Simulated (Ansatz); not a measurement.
# K2S: the cost of one run

Method: reference: DFT, r2SCAN, plane waves, PAW, in Ansatz 0.2.0.

2 further runs of the same task are left out: 2 that didn't finish.

### 1 The starting structure

It takes space group Fm-3m (No. 225, cubic). Conventional cell: a = 7.405 Å, b = 7.405 Å, c = 7.405 Å, α = 90.00°, β = 90.00°, γ = 90.00°. K (site symmetry -43m) has 4 S at 3.21 Å as nearest neighbours. S (site symmetry m-3m) is surrounded by 8 K at 3.21 Å.

Structure file:

```cif
data_structure
_symmetry_space_group_name_H-M 'P 1'
_symmetry_Int_Tables_number 1
_cell_length_a 5.2364
_cell_length_b 5.2364
_cell_length_c 5.2364
_cell_angle_alpha 60.000
_cell_angle_beta 60.000
_cell_angle_gamma 60.000
_cell_volume 101.53
loop_
_atom_site_label
_atom_site_type_symbol
_atom_site_fract_x
_atom_site_fract_y
_atom_site_fract_z
_atom_site_occupancy
K1 K 0.25000 0.25000 0.25000 1
K2 K 0.75000 0.75000 0.75000 1
S1 S 0.00000 0.00000 0.00000 1
```

### 2 Reference

The input, input.yaml:

```yaml
crystal:
  lattice:
    - [0.0, 3.7027186978, 3.7027186978]
    - [3.7027186978, 0.0, 3.7027186978]
    - [3.7027186978, 3.7027186978, 0.0]
  atoms:
    - { symbol: K, position: [0.25, 0.25, 0.25] }
    - { symbol: K, position: [0.75, 0.75, 0.75] }
    - { symbol: S, position: [0.0, 0.0, 0.0] }
kpoints:
  mp_grid: { grid: [4, 4, 4] }
hamiltonian:
  xc: r2scan
scf:
  occupations: { method: fixed }
  n_extra_bands: 4
output:
  forces: true
  stress: true
  eigenvalues: true
```

Launch:

```sh
$ ansatz run input.yaml --threads 4 --pin off --max-ram 3686MiB --backend cpu --events-out ev --progress --plain --runs-dir out
```

Q: Estimate wall time and peak memory on 4 threads of an Arm CPU, shared host.

About 2.1 s, with a peak of 0.58 GiB.
